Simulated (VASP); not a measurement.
Crystal: Mg2ZnO3.

```xyz
6
Lattice="2.4563 1.4181 3.8917 -2.4563 1.4181 3.8917 0.0000 -2.8362 3.8917" Properties=species:S:1:pos:R:3 pbc="T T T"
Mg    0.0000    0.0000    9.8321
Mg    0.0000    0.0000    1.8431
Zn    0.0000    0.0000    5.8376
O     0.0000    0.0000    0.0000
O     0.0000    0.0000    4.1266
O     0.0000    0.0000    7.5486
```

The cell was built by a generator and needn't be a form met in nature.

```yaml
Program: VASP 6.6.1
Task: relaxation of cell and atoms
Functional: PBE
Potentials_or_basis: VASP PAW PBE potentials, release 64 (Mg, Zn, O)
Cutoff: 520 eV
k_mesh: 4 × 4 × 4
Occupations: gaussian, width 0.15 eV
Spin: no spin polarisation
```

At the start: pressure 7.3 GPa; volume 13.56 Å³/atom.

Task: How do energy, volume and symmetry change on relaxing?

Result: Over 20 steps the energy falls by 671.0 meV/atom and the volume is 18.15 Å³/atom (+33.9 %); space group R-3m (No. 166, to 0.05 Å).

Step by step:
```csv
step,energy change (eV),largest force (eV/Å),pressure (GPa),volume (Å³)
1,0.0000,1.4412,7.27,81.34
2,-2.5839,4.7914,12.72,87.88
3,-2.7195,5.6279,22.15,90.50
4,-3.1840,2.2756,18.87,94.93
5,-3.2214,0.6954,18.07,96.81
6,-3.6796,0.4585,11.14,98.95
7,-3.9556,0.3172,1.18,103.33
8,-3.9609,0.2769,1.79,102.86
9,-3.9612,0.2565,2.01,102.72
10,-3.9608,0.2447,2.27,102.60
11,-3.9699,0.1514,2.43,103.01
12,-3.9913,0.1289,1.72,104.25
13,-4.0076,0.6741,0.83,106.74
14,-4.0189,0.4335,0.26,107.71
15,-4.0232,0.2870,0.17,108.31
16,-4.0249,0.0173,-0.78,109.53
17,-4.0253,0.0820,-0.53,109.12
18,-4.0252,0.1121,-0.32,108.99
19,-4.0253,0.0989,-0.33,109.06
20,-4.0262,0.0606,-0.17,108.88
```

Final structure:
```xyz
6
Lattice="2.9810 1.7211 3.5369 -2.9810 1.7211 3.5369 0.0000 -3.4422 3.5369" Properties=species:S:1:pos:R:3 pbc="T T T"
Mg    0.0000    0.0000    8.8156
Mg    0.0000    0.0000    1.7951
Zn    0.0000    0.0000    5.3054
O     0.0000    0.0000    0.0000
O     0.0000    0.0000    3.5891
O     0.0000    0.0000    7.0216
```

Caveat: the volume moved by over 15 % at a fixed basis, so the end points are rough.
